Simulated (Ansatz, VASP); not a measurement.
This is a calculation of MgH2 for VASP 6.6.1.

INCAR

```
SYSTEM = MgH2
ALGO = Normal ; EDIFF = 1E-7
ENCUT = 520 ; GGA = PE
ISIF = 2 ; ISMEAR = -1
LASPH = .TRUE. ; LCHARG = .FALSE.
LREAL = .FALSE. ; LWAVE = .FALSE.
NBANDS = 9 ; NELM = 100
PREC = Accurate ; SIGMA = 0.05
```

KPOINTS

```
k-points
0
G
  10 10 10
  0 0 0
```

POSCAR

```
MgH2
1.0
    0.0000000000      2.3968362830      2.3968362830
    2.3968362830      0.0000000000      2.3968362830
    2.3968362830      2.3968362830      0.0000000000
Mg H
1 2
Direct
    0.0000000000      0.0000000000      0.0000000000
    0.2500000000      0.2500000000      0.2500000000
    0.7500000000      0.7500000000      0.7500000000
```

Potentials or basis: VASP PAW PBE potentials, release 64 (Mg, H).

The run is started by

```bash
$ cat potpaw_PBE.64/Mg/POTCAR potpaw_PBE.64/H/POTCAR > POTCAR
$ mpirun -np 1 vasp_std > vasp.out
```

Question: Translate it to Ansatz 0.2.0. Potentials there: Ansatz PAW.

Answer: As run (the cutoff follows the program's own potentials):

Contents of input.yaml:

```yaml
crystal:
  lattice:
    - [0.0, 2.396836283, 2.396836283]
    - [2.396836283, 0.0, 2.396836283]
    - [2.396836283, 2.396836283, 0.0]
  atoms:
    - { symbol: Mg, position: [0.0, 0.0, 0.0] }
    - { symbol: H, position: [0.25, 0.25, 0.25] }
    - { symbol: H, position: [0.75, 0.75, 0.75] }
hamiltonian:
  xc: pbe
  pseudopotentials: { kind: paw }
kpoints:
  mp_grid: { grid: [10, 10, 10] }
scf:
  occupations: { method: fermi_dirac, width: 0.05 }
output:
  forces: true
  stress: true
  eigenvalues: true
```

Potentials or basis: Ansatz PAW.

Run with:

```sh
$ ansatz run input.yaml --threads 2 --pin off --max-ram 5120MiB --backend cpu --events-out ev --progress --plain --runs-dir out
```

Both were run:

|  | VASP | Ansatz | Ansatz less VASP |
| --- | --- | --- | --- |
| gap on the k mesh at the Fermi level (eV) | none | none | - |
| pressure (GPa) | -1.6 | -1.2 | +0.39 |

A gap of «none» marks a metal or a gap that the smearing closes. The two sets of potentials don't hold the same shells in valence.
